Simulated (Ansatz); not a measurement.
Bulk crystal (C) after relaxation:

```cif
data_structure
_symmetry_space_group_name_H-M 'P6_3/mmc'
_symmetry_Int_Tables_number 194
_cell_length_a 2.4988
_cell_length_b 2.4988
_cell_length_c 4.1608
_cell_angle_alpha 90.000
_cell_angle_beta 90.000
_cell_angle_gamma 120.000
_cell_volume 22.50
loop_
_atom_site_label
_atom_site_type_symbol
_atom_site_symmetry_multiplicity
_atom_site_Wyckoff_symbol
_atom_site_fract_x
_atom_site_fract_y
_atom_site_fract_z
_atom_site_occupancy
C1 C 4 f 0.33333 0.66667 0.06280 1
```

Miller indices refer to the conventional cell of P6_3/mmc (No. 194), a = 2.499 Å, b = 2.499 Å, c = 4.161 Å, α = 90.00°, β = 90.00°, γ = 120.00°. The bulk's gap is 3.05 eV.

Consider the (110) slab of 9 planes, 10.0 Å thick with 15 Å of vacuum as cut; outer planes C (top) and C (bottom), all atoms relaxed.

Theory: DFT PBEsol, scalar-relativistic, plane waves, PAW in Ansatz 0.2.0. Cutoff 420 eV; k points 7×6×1 on the computed 36-atom cell (Γ-centred); Gaussian smearing, width 0.05 eV; no spin polarisation. The cell repeats along c with a dipole correction in the vacuum.

Question: Give the surface energy (mean of both faces).

Answer: 3.39 J/m².

Question: Estimate the gap of the slab on the mesh.

Answer: 1.79 eV.

Question: Estimate the bulk valence band top under the vacuum level.

Answer: 5.35 eV.

Question: Give the bulk conduction band bottom under the vacuum level.

Answer: 2.29 eV.

Question: The top two planes lie 1.249 Å apart in the bulk. How does relaxation change this?

Answer: The spacing becomes 1.088 Å (-12.9 %).

The gap is read on a mesh, which can miss the band edges, so it can be too wide. Gaps are read on the k points sampled, so a band crossing between them can be missed.